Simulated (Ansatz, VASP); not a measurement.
**One calculation of BaTe, two programs**

The input INCAR:

```
PREC = Accurate
ENCUT = 600
EDIFF = 1E-7
ISMEAR = 0
SIGMA = 0.02
LREAL = F
LASPH = T
NELM = 100
ALGO = Fast
ISIF = 3
LWAVE = F
LCHARG = F
GGA = PE
IBRION = 2
NSW = 100
EDIFFG = -0.005
```

Contents of KPOINTS:

```
regular mesh
0
Gamma
  8 8 8
```

POSCAR

```
BaTe
1.0
    0.0000000000      3.4100000000      3.4100000000
    3.4100000000      0.0000000000      3.4100000000
    3.4100000000      3.4100000000      0.0000000000
Ba Te
1 1
Direct
    0.0000000000      0.0000000000      0.0000000000
    0.5000000000      0.5000000000      0.5000000000
```

Input for Ansatz:

```yaml
crystal:
  lattice:
    - [0.0, 3.41, 3.41]
    - [3.41, 0.0, 3.41]
    - [3.41, 3.41, 0.0]
  atoms:
    - { symbol: Ba, position: [0.0, 0.0, 0.0] }
    - { symbol: Te, position: [0.5, 0.5, 0.5] }
basis:
  ecutwfc: 420
kpoints:
  mp_grid: { grid: [8, 8, 8] }
hamiltonian:
  xc: pbe
scf:
  occupations: { method: gaussian, width: 0.02 }
output:
  forces: true
  stress: true
  eigenvalues: true
relax:
  adjacent_minimum: "off"
  f_tol: 0.005
  max_steps: 80
  cell: { stress_tol: 0.05 }
```

Alike in both runs: task relaxation of cell and atoms; functional PBE; k mesh 8 × 8 × 8; occupations gaussian, width 0.02 eV; no spin polarisation.

```csv
,VASP,Ansatz
version,VASP 6.6.1,Ansatz 0.2.0
potentials or method,"VASP PAW PBE potentials, release 64 (Ba_sv, Te)","scalar-relativistic, plane waves, PAW"
plane-wave cutoff (eV),600,420
valence electrons in the cell,16,26
```

|  | VASP | Ansatz | Ansatz less VASP |
| --- | --- | --- | --- |
| gap on the k mesh at the Fermi level, each at its own relaxed structure (eV) | 1.60 | 1.66 | +0.056 |
| relaxed volume (Å³/atom) | 44.54 | 44.07 | -0.467 |
| relaxed cell length with the largest relative difference (Å) | 5.013 | 4.995 | -0.0176 |
| energy change over the relaxation (meV/atom) | -58 | -48 | +10.4 |

The two sets of potentials don't hold the same shells in valence.

Caveats: spin-orbit coupling is left out, which moves the levels of the heavy elements; the volume moved by +12 % from the deposited cell, more than functionals usually miss. PBE usually gives volumes a little too large and moduli too small. Zero-point motion and thermal expansion aren't in these numbers.
